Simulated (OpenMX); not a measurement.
The system is CsSnI3.

```xyz
5
Lattice="6.2057 0.0000 0.0000 0.0000 6.2057 0.0000 0.0000 0.0000 6.2057" Properties=species:S:1:pos:R:3 pbc="T T T"
Cs    0.0000    0.0000    0.0000
I     3.1029    3.1029    0.0000
I     3.1029    0.0000    3.1029
I     0.0000    3.1029    3.1029
Sn    3.1029    3.1029    3.1029
```

Base run:

```yaml
Program: OpenMX 3.8.5
Functional: PBE
Potentials_or_basis: OpenMX 2013 PBE set, Cs12.0-s2p2d1, I7.0-s3p2d2, Sn7.0-s3p2d1, grid cutoff 500 Ry
k_mesh: 5 × 5 × 5
Occupations: fermi-dirac, width 0.05 eV
Spin: no spin polarisation
```

Its results: pressure 0.7 GPa.

Problem. The run is repeated on the same cell with these changes: functional from PBE to LDA; potentials or basis from OpenMX 2013 PBE set, Cs12.0-s2p2d1, I7.0-s3p2d2, Sn7.0-s3p2d1, grid cutoff 500 Ry to OpenMX 2013 LDA set, Cs12.0-s3p2d2, I7.0-s3p2d2f1, Sn7.0-s3p2d2, grid cutoff 500 Ry. What comes out?

Solution. Pressure -1.5 GPa.

Caveats: the cell was measured hot, at 500 K; the basis of atomic orbitals isn't converged, which shifts pressures, moduli and gaps.

Not every run made on this cell is shown here.
